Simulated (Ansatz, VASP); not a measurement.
AlN in VASP and in Ansatz

The input INCAR:

```
ALGO = Normal
EDIFF = 1E-6
EDIFFG = -0.01
ENCUT = 600
GGA = PE
IBRION = 2
ISIF = 3
ISMEAR = 0
LASPH = True
LCHARG = False
LREAL = False
LWAVE = False
NELM = 100
NSW = 100
PREC = Accurate
SIGMA = 0.02
```

Contents of KPOINTS:

```
k-points
0
Gamma
  10 10 10
```

POSCAR

```
AlN
1.0
    0.0000000000      2.0352736675      2.0352736675
    2.0352736675      0.0000000000      2.0352736675
    2.0352736675      2.0352736675      0.0000000000
Al N
1 1
Direct
    0.0000000000      0.0000000000      0.0000000000
    0.5000000000      0.5000000000      0.5000000000
```

Input for Ansatz:

```yaml
crystal:
  lattice:
    - [0.0, 2.0352736675, 2.0352736675]
    - [2.0352736675, 0.0, 2.0352736675]
    - [2.0352736675, 2.0352736675, 0.0]
  atoms:
    - { symbol: Al, position: [0.0, 0.0, 0.0] }
    - { symbol: "N", position: [0.5, 0.5, 0.5] }
basis:
  ecutwfc: 420
kpoints:
  mp_grid: { grid: [10, 10, 10] }
hamiltonian:
  xc: pbe
scf:
  occupations: { method: gaussian, width: 0.02 }
output:
  forces: true
  stress: true
  eigenvalues: true
relax:
  adjacent_minimum: "off"
  f_tol: 0.01
  max_steps: 80
  cell: { stress_tol: 0.05 }
```

Alike in both runs: task relaxation of cell and atoms; functional PBE; k mesh 10 × 10 × 10; occupations gaussian, width 0.02 eV; no spin polarisation.

|  | VASP | Ansatz |
| --- | --- | --- |
| version | VASP 6.6.1 | Ansatz 0.2.0 |
| potentials or method | VASP PAW PBE potentials, release 64 (Al, N) | scalar-relativistic, plane waves, PAW |
| plane-wave cutoff (eV) | 600 | 420 |
| valence electrons in the cell | 8 | 8 |

Ansatz gave:

```
gap on the k mesh at the Fermi level, each at its own relaxed structure (eV) : 4.44
relaxed volume (Å³/atom)                                                     : 8.43
relaxed cell length with the largest relative difference (Å)                 : 2.878
```

Question: Which values does VASP return?

Answer: gap on the k mesh at the Fermi level, each at its own relaxed structure (eV): 4.43; relaxed volume (Å³/atom): 8.42; relaxed cell length with the largest relative difference (Å): 2.877.

A k mesh can miss the band edges. PBE gaps usually lie below the measured ones, often by a third to a half.
